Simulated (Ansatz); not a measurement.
Calculation for Bi (sc type): DFT, PBE, PAW with Ansatz's default frozen-core files, scalar-relativistic (Ansatz 0.2.0). This run: cell relaxed at zero pressure.

The start is a guessed cell of a prototype that needn't be stable.

Command: `ansatz run input.yaml --threads 1 --pin off --max-ram 2048MiB --backend cpu --events-out ev --progress --plain --runs-dir out` It took 6.9 s on 1 thread of Arm Neoverse V1 (shared host), peak memory 0.31 GiB.

```yaml
crystal:
  lattice:
    - [3.2573011399, 0.0, 0.0]
    - [0.0, 3.2573011399, 0.0]
    - [0.0, 0.0, 3.2573011399]
  atoms:
    - { symbol: Bi, position: [0.0, 0.0, 0.0] }
kpoints:
  mp_grid: { grid: [13, 13, 13] }
scf:
  occupations: { method: fermi_dirac, width: 0.08 }
hamiltonian:
  xc: pbe
  pseudopotentials: { kind: paw }
output:
  forces: true
  stress: true
relax:
  f_tol: 0.005
  max_steps: 40
  cell: {}
```

Output:

```
Engine: ansatz 0.2.0
Pseudopotentials: kind: paw
Pseudopotential: Bi, paw, valence charge 15, recommended cutoff 420 eV (normal), Bi.paw.azcp
Functional definition: PBE
  parameter kappa = 0.804
  parameter beta = 0.06672455060314922
  exchange = pbe_x(kappa = kappa, mu = beta*pi^2/3)
  correlation = pbe_c(beta = beta)
Crystal: 1 atoms, lattice volume = 34.560 Å³
Basis set: ecut = 420 eV, 691 PW (Γ), exchange–correlation on 48×48×48 points (8 copies of the dense FFT grid, shifted against one another)
Bands: 12, of which v1, the nominal top of the filled ones, is band 8 counted from 1 (7 counted from 0)
Symmetry: 48 space group operations
Space group: Pm-3m (ITA 221), of the structure as read, at distance tolerance 3.3e-5 Å
k-points: 84 of 2197
Non-local potential: Bi, projectors of the file, l = 0: 2, l = 1: 2, l = 2: 2, l = 3: 2
PAW form: soft (Blöchl's): semilocal exchange-correlation on the pseudo side does not see the compensation charge
PAW one-centre angular grid: Bi, 590 points (default); XC on 64 Gauss nodes
Initial density: superposition of atomic densities (neutral atoms: chi_scale 0, normalization atom), corrected by the library's trained network
Initial wavefunctions: pseudopotential atomic-orbital guess
Functional: x = pbe(κ = 0.804, μ = 0.2195149727645171), c = pbe(β = 0.06672455060314922)
SCF iter   1: F=—  HF=-12396.519578 eV  |F-HF|=—  |Δ(HF+E_count)|=         —  Δρ=6.41e-4  dr2=1.33e-4  ethr=1.77e-3  ⟨swp⟩=5.5  Hψ=5830  notcnv=0
preconditioner: auto → none  [metal: Δε(μ)=0.069 eV  Ē_g=23.788 eV  σ=0.080 eV  W_gap=0.21  n_scr=6 (ndim 8)  ℏωp=24.5 eV  f_vac=0.002  D(μ)=0.46/eV (n_scr^D=0)  sad-step TF]
SCF iter   2: F=—  HF=-12396.518948 eV  |F-HF|=—  |Δ(HF+E_count)|=   6.30e-4  Δρ=5.75e-4  dr2=1.16e-4  ethr=8.89e-7  ⟨swp⟩=3.0  Hψ=2569  notcnv=0
SCF iter   3: F=—  HF=-12396.518976 eV  |F-HF|=—  |Δ(HF+E_count)|=   2.78e-5  Δρ=1.98e-4  dr2=1.14e-5  ethr=7.74e-7  ⟨swp⟩=2.1  Hψ=1556  notcnv=0
SCF iter   4: F=—  HF=-12396.518983 eV  |F-HF|=—  |Δ(HF+E_count)|=   7.65e-6  Δρ=1.59e-4  dr2=6.05e-6  ethr=7.58e-8  ⟨swp⟩=3.0  Hψ=1639  notcnv=0
SCF iter   5: F=—  HF=-12396.518981 eV  |F-HF|=—  |Δ(HF+E_count)|=   2.39e-6  Δρ=9.62e-5  dr2=2.00e-6  ethr=4.03e-8  ⟨swp⟩=2.0  Hψ=1486  notcnv=0
SCF iter   6: F=-12396.518980 eV  HF=-12396.518980 eV  |F-HF|=1.93e-10  |Δ(HF+E_count)|=   1.06e-6  Δρ=1.78e-6  dr2=5.06e-10  ethr=6.67e-10  ⟨swp⟩=3.9  Hψ=4321  notcnv=0
SCF 1 converged in 6 iterations: F = -12396.518980 eV  dr2 = 5.06e-10
  greatest PAW one-centre occupation: 0.987 electrons in one spin orbital (limit 2), on the Bi atom at site 0 (counted from 0), in its partial waves of l = 2
relax step   1: F+E_penalty+E_count = -12396.51898001 eV  Δ(F+E_penalty+E_count) = +0.000e0 eV  max|allowed force component| = 0.000e0 eV/Å  Δτ_max = 0.0000 Å  P = +0.753 GPa  Ω = 34.560 Å³  (6 SCF iters, dr2 threshold 1.00e-7 eV, accepted)
Crystal: 1 atoms, lattice volume = 35.277 Å³
Basis set: ecut = 420 eV, 739 PW (Γ), exchange–correlation on 48×48×48 points (8 copies of the dense FFT grid, shifted against one another)
Initial density: handed on by an earlier stage of this run
Initial wavefunctions: those handed on with the density
iter 1 solved again at ethr=2.82e-7 eV; its pass at ethr=3.10e-3 eV (dr2=4.23e-5 eV) is discarded
SCF iter   1: F=—  HF=-12396.520010 eV  |F-HF|=—  |Δ(HF+E_count)|=         —  Δρ=2.83e-4  dr2=3.89e-5  ethr=2.82e-7  ⟨swp⟩=3.1  Hψ=9204  notcnv=0
preconditioner: auto → none  [metal: Δε(μ)=0.077 eV  Ē_g=23.710 eV  σ=0.080 eV  W_gap=0.24  n_scr=6 (ndim 8)  ℏωp=24.2 eV  f_vac=0.002  D(μ)=0.48/eV (n_scr^D=0)]
SCF iter   2: F=—  HF=-12396.520001 eV  |F-HF|=—  |Δ(HF+E_count)|=   8.91e-6  Δρ=1.40e-4  dr2=9.19e-6  ethr=2.60e-7  ⟨swp⟩=1.0  Hψ=1008  notcnv=0
SCF iter   3: F=-12396.520002 eV  HF=-12396.520002 eV  |F-HF|=1.60e-8  |Δ(HF+E_count)|=   7.20e-7  Δρ=1.32e-5  dr2=3.86e-8  ethr=6.67e-10  ⟨swp⟩=4.7  Hψ=4145  notcnv=0
SCF 2 converged in 3 iterations: F = -12396.520002 eV  dr2 = 3.86e-8
relax step   2: F+E_penalty+E_count = -12396.52000194 eV  Δ(F+E_penalty+E_count) = -1.022e-3 eV  max|allowed force component| = 0.000e0 eV/Å  Δτ_max = 0.0000 Å  P = -0.219 GPa  Ω = 35.277 Å³  energy of the carried Pulay correction = -1.320e-4 eV  (3 SCF iters, dr2 threshold 1.00e-7 eV, accepted)
Crystal: 1 atoms, lattice volume = 35.113 Å³
iter 1 solved again at ethr=2.37e-8 eV; its pass at ethr=3.10e-3 eV (dr2=3.55e-6 eV) is discarded
SCF iter   1: F=—  HF=-12396.520156 eV  |F-HF|=—  |Δ(HF+E_count)|=         —  Δρ=6.49e-5  dr2=1.78e-6  ethr=2.37e-8  ⟨swp⟩=3.6  Hψ=8636  notcnv=0
preconditioner: auto → none  [metal: Δε(μ)=0.075 eV  Ē_g=23.730 eV  σ=0.080 eV  W_gap=0.23  n_scr=6 (ndim 8)  ℏωp=24.3 eV  f_vac=0.001  D(μ)=0.47/eV (n_scr^D=0)]
SCF iter   2: F=—  HF=-12396.520148 eV  |F-HF|=—  |Δ(HF+E_count)|=   8.02e-6  Δρ=2.99e-5  dr2=4.00e-7  ethr=1.18e-8  ⟨swp⟩=1.0  Hψ=1008  notcnv=0
SCF iter   3: F=-12396.520148 eV  HF=-12396.520148 eV  |F-HF|=2.18e-11  |Δ(HF+E_count)|=   4.44e-9  Δρ=1.86e-6  dr2=9.05e-10  ethr=6.67e-10  ⟨swp⟩=4.9  Hψ=3249  notcnv=0
SCF 3 converged in 3 iterations: F = -12396.520148 eV  dr2 = 9.05e-10
relax step   3: F+E_penalty+E_count = -12396.52014769 eV  Δ(F+E_penalty+E_count) = -1.457e-4 eV  max|allowed force component| = 0.000e0 eV/Å  Δτ_max = 0.0000 Å  P = -0.006 GPa  Ω = 35.113 Å³  energy of the carried Pulay correction = -1.021e-4 eV  (3 SCF iters, dr2 threshold 1.00e-7 eV, accepted)
Initial wavefunctions: pseudopotential atomic-orbital guess (no wavefunctions were taken with the density)
iter 1 solved again at ethr=1.56e-7 eV; its pass at ethr=3.10e-3 eV (dr2=2.34e-5 eV) is discarded
SCF iter   1: F=—  HF=-12396.520265 eV  |F-HF|=—  |Δ(HF+E_count)|=         —  Δρ=1.97e-5  dr2=2.56e-8  ethr=1.56e-7  ⟨swp⟩=3.4  Hψ=8770  notcnv=0
SCF iter   2: F=—  HF=-12396.520247 eV  |F-HF|=—  |Δ(HF+E_count)|=   1.86e-5  Δρ=9.37e-6  dr2=4.75e-9  ethr=1.71e-10  ⟨swp⟩=2.4  Hψ=1697  notcnv=0
SCF iter   3: F=—  HF=-12396.520247 eV  |F-HF|=—  |Δ(HF+E_count)|=   6.35e-9  Δρ=1.39e-6  dr2=9.68e-11  ethr=3.17e-11  ⟨swp⟩=3.0  Hψ=1644  notcnv=0
SCF iter   4: F=-12396.520247 eV  HF=-12396.520247 eV  |F-HF|=3.64e-12  |Δ(HF+E_count)|=  2.46e-10  Δρ=1.48e-7  dr2=2.07e-12  ethr=1.00e-12  ⟨swp⟩=6.6  Hψ=4173  notcnv=0
SCF 4 converged in 4 iterations: F = -12396.520247 eV  dr2 = 2.07e-12
relax step   4: F+E_penalty+E_count = -12396.52024683 eV  Δ(F+E_penalty+E_count) = -9.914e-5 eV  max|allowed force component| = 0.000e0 eV/Å  Δτ_max = 0.0000 Å  P = -0.008 GPa  Ω = 35.113 Å³  stress off target by 7.97e-3 GPa  SCF on the basis re-selected at this cell (its energy is not comparable with the rows above)  (4 SCF iters)
basis re-selected at this cell: Δ(F+E_penalty+E_count) = -9.914e-5 eV, ΔP = -0.002 GPa vs the last step (what re-selecting the basis moved, of the pressure what is left beyond the Pulay correction that the steps carried, after the strain that the cell walked since its last selection, with what the two solves' SCF thresholds leave and, on support functions, any second-order correction that the steps lacked; it is no measure of the basis error at this ecutwfc). This SCF's stress stands 7.97e-3 GPa from its target on what of the cell is left free (relax.cell.stress_tol is 5.00e-2 GPa) and its largest allowed force component is 0.00e0 eV/Å (relax.f_tol is 5.00e-3 eV/Å): within both
SCF converged after 4 iterations
Free energy (F): -12396.520247 eV
Harris-Foulkes:  -12396.520247 eV  (|F-HF|=3.64e-12)
Internal energy: -12396.510274 eV  (E = F + TS)
E sigma→0 (E₀):  -12396.515260 eV
Entropy (-TS):   -0.009973 eV (-9.973 meV/atom)
Fermi energy:    9.747084 eV
--- Per-component energies (eV) ---
  E_band       = -108.779428
  E_kinetic    = 301.912265
  E_local      = -1540.104292  (includes V_loc(G=0)·N_el)
  E_nonlocal   = 559.602477
  E_hartree    = 499.912079
  E_xc         = -150.979933
  E_vxc        = -143.862043  (∫ρ·V_xc dr)
  E_paw        = -10663.221696  (= ΣΔE_a)
  E_vpaw       = -286.151553  (= ΣTr[D̂ρ^β])
  E_aug_tail   = -0.000433  (compensation charges beyond the density's cutoff)
  E_ewald      = -1403.630742
  E_smearing   = -0.009973  (= −TS)
  E_closure    = 0.000000  (closes the sum)
  Σ components = -12396.520247   (vs F -12396.520247, Δ=0.00e0)
--- Forces (eV/Å), atoms counted from 1 ---
  atom   1  Bi    -0.00000000     0.00000000     0.00000000
  max |Σ_I F_I| component: 3.29e-32 eV/Å
--- Stress (GPa, compression-positive) ---
       -0.007967       0.000000      -0.000000
        0.000000      -0.007967      -0.000000
       -0.000000      -0.000000      -0.007967
  P = ⅓ Tr σ = -0.0080 GPa (-0.080 kbar)
--- Relaxed structure (3 steps of the walk, 3 accepted, 1 SCFs on fresh bases) ---
  F+E_penalty+E_count = -12396.52024683 eV   max|allowed force component| = 0.000e0 eV/Å   (the final SCF, on the basis selected at the relaxed cell)
  cell:  # Å, volume = 35.1131 Å³
    - [3.274585415493836, -4.060502299416422e-33, -1.925929944387236e-34]
    - [-4.060502299416422e-33, 3.274585415493836, 0.0]
    - [-1.925929944387236e-34, 0.0, 3.274585415493836]
  atoms:
    - { symbol: Bi, position: [0.0, 0.0, 0.0] }
```

Next run (the series' base cell), as changes to the input before:

```diff
   lattice:
-    - [3.2573011399, 0.0, 0.0]
-    - [0.0, 3.2573011399, 0.0]
-    - [0.0, 0.0, 3.2573011399]
+    - [3.2745854155, 0.0, 0.0]
+    - [0.0, 3.2745854155, 0.0]
+    - [0.0, 0.0, 3.2745854155]
   atoms:
   mp_grid: { grid: [13, 13, 13] }
+  band_path:
+    path:
+      - [0.0, 0.0, 0.0]
+      - [0.0, 0.5, 0.0]
+      - [0.5, 0.5, 0.0]
+      - [0.0, 0.0, 0.0]
+      - [0.5, 0.5, 0.5]
+      - [0.0, 0.5, 0.0]
+      - [0.5, 0.5, 0.5]
+      - [0.5, 0.5, 0.0]
+    npoints: 8
 scf:
   stress: true
-relax:
-  f_tol: 0.005
-  max_steps: 40
-  cell: {}
+  eigenvalues: true
+  populations: true
+  dos: { projected: true, de: 0.2, e_range: [-14, 8] }
+  write_density: true
+  write_potential: true
+  elf: true
+  volumetric_format: npy
```

Command: `ansatz run input.yaml --threads 1 --pin off --max-ram 2048MiB --backend cpu --events-out ev --progress --plain --runs-dir out` It took 3.6 s on 1 thread of Arm Neoverse V1 (shared host), peak memory 0.3 GiB.

Results part of the output:

```
SCF 1 converged in 6 iterations: F = -12396.520247 eV  dr2 = 4.18e-9
  greatest PAW one-centre occupation: 0.987 electrons in one spin orbital (limit 2), on the Bi atom at site 0 (counted from 0), in its partial waves of l = 2
NSCF: frozen V_eff on 57 k-points
SCF converged after 6 iterations
Free energy (F): -12396.520247 eV
Harris-Foulkes:  -12396.520247 eV  (|F-HF|=3.63e-9)
Internal energy: -12396.510274 eV  (E = F + TS)
E sigma→0 (E₀):  -12396.515260 eV
Entropy (-TS):   -0.009973 eV (-9.973 meV/atom)
Fermi energy:    9.747107 eV
--- Per-component energies (eV) ---
  E_band       = -108.777906
  E_kinetic    = 301.912432
  E_local      = -1540.102290  (includes V_loc(G=0)·N_el)
  E_nonlocal   = 559.601126
  E_hartree    = 499.910886
  E_xc         = -150.980001
  E_vxc        = -143.862139  (∫ρ·V_xc dr)
  E_paw        = -10663.221253  (= ΣΔE_a)
  E_vpaw       = -286.151151  (= ΣTr[D̂ρ^β])
  E_aug_tail   = -0.000433  (compensation charges beyond the density's cutoff)
  E_ewald      = -1403.630742
  E_smearing   = -0.009973  (= −TS)
  E_closure    = -0.000000  (closes the sum)
  Σ components = -12396.520247   (vs F -12396.520247, Δ=0.00e0)
--- Forces (eV/Å), atoms counted from 1 ---
  atom   1  Bi    -0.00000000    -0.00000000    -0.00000000
  max |Σ_I F_I| component: 1.31e-31 eV/Å
--- Stress (GPa, compression-positive) ---
       -0.007940       0.000000       0.000000
        0.000000      -0.007940       0.000000
        0.000000       0.000000      -0.007940
  P = ⅓ Tr σ = -0.0079 GPa (-0.079 kbar)
--- Band table (eV; the first three rows and the last of 84) ---
  k-point 0: bands = ["-13.2032", "-13.2032", "-12.9024", "-12.9024", "-12.9024", "-3.2320", "12.8261", "12.8261", "12.8261", "15.9487", "17.4871", "17.4871"]
  k-point 1: bands = ["-13.2025", "-13.1887", "-12.9069", "-12.9069", "-12.9021", "-3.1606", "11.8408", "12.9061", "12.9061", "16.3262", "17.5451", "18.2983"]
  k-point 2: bands = ["-13.2005", "-13.1485", "-12.9192", "-12.9192", "-12.9011", "-2.9500", "10.1101", "13.1378", "13.1378", "16.6832", "17.7197", "20.2833"]
  k-point 83: bands = ["-13.0640", "-13.0638", "-13.0638", "-12.7917", "-12.7917", "2.0622", "8.4292", "8.4292", "8.4531", "14.8880", "15.2145", "15.2145"]
--- Löwdin populations: 1 site ---
  site symbol       q [e]
     0     Bi     14.9711
  spilling = 0.001924 (of n_electrons = 15.000000)
```

Next run (volume at 0.88 of the series' base cell), as changes to the input before:

```diff
   lattice:
-    - [3.2745854155, 0.0, 0.0]
-    - [0.0, 3.2745854155, 0.0]
-    - [0.0, 0.0, 3.2745854155]
+    - [3.1379827167, 0.0, 0.0]
+    - [0.0, 3.1379827167, 0.0]
+    - [0.0, 0.0, 3.1379827167]
   atoms:
   mp_grid: { grid: [13, 13, 13] }
-  band_path:
-    path:
-      - [0.0, 0.0, 0.0]
-      - [0.0, 0.5, 0.0]
-      - [0.5, 0.5, 0.0]
-      - [0.0, 0.0, 0.0]
-      - [0.5, 0.5, 0.5]
-      - [0.0, 0.5, 0.0]
-      - [0.5, 0.5, 0.5]
-      - [0.5, 0.5, 0.0]
-    npoints: 8
 scf:
   populations: true
-  dos: { projected: true, de: 0.2, e_range: [-14, 8] }
-  write_density: true
-  write_potential: true
-  elf: true
-  volumetric_format: npy
```

Results part of the output:

```
SCF 1 converged in 7 iterations: F = -12396.427493 eV  dr2 = 1.56e-8
  greatest PAW one-centre occupation: 0.987 electrons in one spin orbital (limit 2), on the Bi atom at site 0 (counted from 0), in its partial waves of l = 2
SCF converged after 7 iterations
Free energy (F): -12396.427493 eV
Harris-Foulkes:  -12396.427493 eV  (|F-HF|=1.59e-8)
Internal energy: -12396.419734 eV  (E = F + TS)
E sigma→0 (E₀):  -12396.423613 eV
Entropy (-TS):   -0.007759 eV (-7.759 meV/atom)
Fermi energy:    11.795692 eV
--- Per-component energies (eV) ---
  E_band       = -81.424671
  E_kinetic    = 304.015815
  E_local      = -1446.468624  (includes V_loc(G=0)·N_el)
  E_nonlocal   = 559.654408
  E_hartree    = 466.278545
  E_xc         = -151.974222
  E_vxc        = -145.225131  (∫ρ·V_xc dr)
  E_paw        = -10663.191605  (= ΣΔE_a)
  E_vpaw       = -285.953389  (= ΣTr[D̂ρ^β])
  E_aug_tail   = -0.000441  (compensation charges beyond the density's cutoff)
  E_ewald      = -1464.733611
  E_smearing   = -0.007759  (= −TS)
  E_closure    = -0.000000  (closes the sum)
  Σ components = -12396.427493   (vs F -12396.427493, Δ=0.00e0)
--- Forces (eV/Å), atoms counted from 1 ---
  atom   1  Bi    -0.00000000     0.00000000    -0.00000000
  max |Σ_I F_I| component: 9.04e-32 eV/Å
--- Stress (GPa, compression-positive) ---
        7.979593       0.000000       0.000000
        0.000000       7.979593       0.000000
        0.000000       0.000000       7.979593
  P = ⅓ Tr σ = 7.9796 GPa (79.796 kbar)
--- Band table (eV; the first three rows and the last of 84) ---
  k-point 0: bands = ["-11.4138", "-11.4138", "-10.9590", "-10.9590", "-10.9590", "-2.1040", "15.1638", "15.1638", "15.1638", "18.6697", "19.8945", "19.8945"]
  k-point 1: bands = ["-11.4126", "-11.3928", "-10.9658", "-10.9658", "-10.9584", "-2.0197", "14.0576", "15.2599", "15.2599", "19.0276", "19.9503", "20.8422"]
  k-point 2: bands = ["-11.4093", "-11.3346", "-10.9848", "-10.9848", "-10.9569", "-1.7697", "12.1227", "15.5387", "15.5387", "19.3333", "20.1187", "23.0712"]
  k-point 83: bands = ["-11.2095", "-11.2091", "-11.2091", "-10.8024", "-10.8024", "4.6095", "10.2341", "10.2341", "10.3020", "16.7920", "17.2398", "17.2398"]
--- Löwdin populations: 1 site ---
  site symbol       q [e]
     0     Bi     14.9640
  spilling = 0.002403 (of n_electrons = 15.000000)
```

Next run (volume at 0.88 of the series' base cell, partial waves polarizable), as changes to the input before:

```diff
   xc: pbe
-  pseudopotentials: { kind: paw }
+  pseudopotentials: { kind: paw, partial_waves: polarizable }
 output:
   eigenvalues: true
-  populations: true
```

Results part of the output:

```
SCF 1 converged in 7 iterations: F = -12396.427493 eV  dr2 = 1.59e-8
  greatest PAW one-centre occupation: 0.987 electrons in one spin orbital (limit 2), on the Bi atom at site 0 (counted from 0), in its partial waves of l = 2
SCF converged after 7 iterations
Free energy (F): -12396.427493 eV
Harris-Foulkes:  -12396.427493 eV  (|F-HF|=1.62e-8)
Internal energy: -12396.419734 eV  (E = F + TS)
E sigma→0 (E₀):  -12396.423614 eV
Entropy (-TS):   -0.007759 eV (-7.759 meV/atom)
Fermi energy:    11.795692 eV
--- Per-component energies (eV) ---
  E_band       = -81.424692
  E_kinetic    = 304.015811
  E_local      = -1446.468658  (includes V_loc(G=0)·N_el)
  E_nonlocal   = 559.654434
  E_hartree    = 466.278564
  E_xc         = -151.974220
  E_vxc        = -145.225128  (∫ρ·V_xc dr)
  E_paw        = -10663.191614  (= ΣΔE_a)
  E_vpaw       = -285.953398  (= ΣTr[D̂ρ^β])
  E_aug_tail   = -0.000441  (compensation charges beyond the density's cutoff)
  E_ewald      = -1464.733611
  E_smearing   = -0.007759  (= −TS)
  E_closure    = -0.000000  (closes the sum)
  Σ components = -12396.427493   (vs F -12396.427493, Δ=0.00e0)
--- Forces (eV/Å), atoms counted from 1 ---
  atom   1  Bi    -0.00000000     0.00000000     0.00000000
  max |Σ_I F_I| component: 7.40e-32 eV/Å
--- Stress (GPa, compression-positive) ---
        7.979593       0.000000       0.000000
        0.000000       7.979593       0.000000
        0.000000       0.000000       7.979593
  P = ⅓ Tr σ = 7.9796 GPa (79.796 kbar)
--- Band table (eV; the first three rows and the last of 84) ---
  k-point 0: bands = ["-11.4138", "-11.4138", "-10.9590", "-10.9590", "-10.9590", "-2.1040", "15.1638", "15.1638", "15.1638", "18.6697", "19.8944", "19.8945"]
  k-point 1: bands = ["-11.4126", "-11.3928", "-10.9658", "-10.9658", "-10.9584", "-2.0197", "14.0576", "15.2599", "15.2599", "19.0276", "19.9503", "20.8422"]
  k-point 2: bands = ["-11.4094", "-11.3346", "-10.9848", "-10.9848", "-10.9569", "-1.7697", "12.1227", "15.5387", "15.5387", "19.3333", "20.1187", "23.0712"]
  k-point 83: bands = ["-11.2095", "-11.2091", "-11.2091", "-10.8024", "-10.8024", "4.6095", "10.2341", "10.2341", "10.3020", "16.7920", "17.2398", "17.2398"]
```

Next run (volume at 0.78 of the series' base cell), as changes to the input before:

```diff
   lattice:
-    - [3.1379827167, 0.0, 0.0]
-    - [0.0, 3.1379827167, 0.0]
-    - [0.0, 0.0, 3.1379827167]
+    - [3.0143096052, 0.0, 0.0]
+    - [0.0, 3.0143096052, 0.0]
+    - [0.0, 0.0, 3.0143096052]
   atoms:
   xc: pbe
-  pseudopotentials: { kind: paw, partial_waves: polarizable }
+  pseudopotentials: { kind: paw }
 output:
   eigenvalues: true
+  populations: true
```

Results part of the output:

```
SCF 1 converged in 6 iterations: F = -12396.127547 eV  dr2 = 7.75e-10
  greatest PAW one-centre occupation: 0.987 electrons in one spin orbital (limit 2), on the Bi atom at site 0 (counted from 0), in its partial waves of l = 2
SCF converged after 6 iterations
Free energy (F): -12396.127547 eV
Harris-Foulkes:  -12396.127547 eV  (|F-HF|=6.89e-10)
Internal energy: -12396.120865 eV  (E = F + TS)
E sigma→0 (E₀):  -12396.124206 eV
Entropy (-TS):   -0.006683 eV (-6.683 meV/atom)
Fermi energy:    13.993182 eV
--- Per-component energies (eV) ---
  E_band       = -52.769341
  E_kinetic    = 306.532809
  E_local      = -1356.091216  (includes V_loc(G=0)·N_el)
  E_nonlocal   = 559.766660
  E_hartree    = 434.719775
  E_xc         = -153.086657
  E_vxc        = -146.739669  (∫ρ·V_xc dr)
  E_paw        = -10663.132121  (= ΣΔE_a)
  E_vpaw       = -285.676146  (= ΣTr[D̂ρ^β])
  E_aug_tail   = -0.000433  (compensation charges beyond the density's cutoff)
  E_ewald      = -1524.829681
  E_smearing   = -0.006683  (= −TS)
  E_closure    = -0.000000  (closes the sum)
  Σ components = -12396.127547   (vs F -12396.127547, Δ=0.00e0)
--- Forces (eV/Å), atoms counted from 1 ---
  atom   1  Bi    -0.00000000     0.00000000     0.00000000
  max |Σ_I F_I| component: 9.04e-32 eV/Å
--- Stress (GPa, compression-positive) ---
       20.660719       0.000000       0.000000
        0.000000      20.660719       0.000000
        0.000000       0.000000      20.660719
  P = ⅓ Tr σ = 20.6607 GPa (206.607 kbar)
--- Band table (eV; the first three rows and the last of 84) ---
  k-point 0: bands = ["-9.5764", "-9.5764", "-8.9174", "-8.9174", "-8.9174", "-0.9484", "17.5998", "17.5998", "17.5998", "21.5306", "22.4771", "22.4771"]
  k-point 1: bands = ["-9.5746", "-9.5472", "-8.9275", "-8.9275", "-8.9165", "-0.8513", "16.3855", "17.7133", "17.7133", "21.8545", "22.5260", "23.5579"]
  k-point 2: bands = ["-9.5694", "-9.4664", "-8.9555", "-8.9555", "-8.9142", "-0.5612", "14.2584", "18.0429", "18.0429", "22.1073", "22.6730", "26.0026"]
  k-point 83: bands = ["-9.2904", "-9.2896", "-9.2896", "-8.7021", "-8.7021", "7.3326", "12.1627", "12.1627", "12.3102", "18.7752", "19.4092", "19.4092"]
--- Löwdin populations: 1 site ---
  site symbol       q [e]
     0     Bi     14.9561
  spilling = 0.002929 (of n_electrons = 15.000000)
```

Spin–orbit coupling is left out, which matters for the heavy atoms. The structure type is held throughout; the real material can change phase at far lower pressure.
